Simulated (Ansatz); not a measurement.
We consider cubic perovskite CsPbI3 (cubic high-temperature phase), described by dielectric-dependent PBEsol hybrid (Ansatz, an electronic-structure program, plane waves, PAW).

Numerical settings: plane-wave cutoff 460 eV, 4×4×4 k mesh, Fermi–Dirac smearing 0.01 eV, scalar-relativistic PAW data made under PBE.

The cell is the one relaxed with PBEsol: a = b = c = 6.2471 Å, α = β = γ = 90.00°.

Problem. Give the computed band gap and direct gap at Γ.

Solution. 
band gap: 1.86 eV (on the SCF k mesh)
direct gap at Γ: 5.27 eV

Note: held by symmetry at 0 K, a high-temperature phase can be a saddle point.

Spin–orbit coupling is not included; with these elements it can move the gap by several tenths of an eV or more.

Computed values are for the static lattice.

Cost on a shared machine: roughly 110 core-minutes.
